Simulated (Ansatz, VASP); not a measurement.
## SnO2 in VASP and in Ansatz

```
Sn O
1.0
     1.52515    0.88055    4.76320
    -1.52515    0.88055    4.76320
     0.00000   -1.76109    4.76320
Sn O
1 2
Direct
  0.50000 0.50000 0.50000
  0.24144 0.24144 0.24144
  0.75856 0.75856 0.75856
```

Alike in both runs: task single point; functional PBEsol; k mesh 12 × 12 × 12; occupations gaussian, width 0.05 eV; no spin polarisation.

```csv
,VASP,Ansatz
version,VASP 6.6.1,Ansatz 0.2.0
potentials or method,"VASP PAW PBE potentials, release 64 (Sn_d, O)","scalar-relativistic, plane waves, PAW"
plane-wave cutoff (eV),520,520
valence electrons in the cell,26,26
```

```csv
,VASP,Ansatz,Ansatz less VASP
gap on the k mesh at the Fermi level (eV),2.77,2.79,+0.021
least direct gap on the mesh (eV),2.97,2.99,+0.015
pressure (GPa),14.9,13.9,-0.96
largest component of the traceless stress (GPa),13.61,13.14,-0.470
rms of the force components (eV/Å),0.051,0.011,-0.0400
```

Atom by atom the forces differ by 0.040 eV/Å (rms over components). Ansatz warned: «pseudo_functional_mismatch».

Caveats: the PAW data sets were made with another functional, which shifts forces and pressure a little (VASP); spin-orbit coupling is left out, which moves the levels of the heavy elements. A k mesh can miss the band edges. A hybrid or GW would open this gap; PBEsol tends to underestimate it.
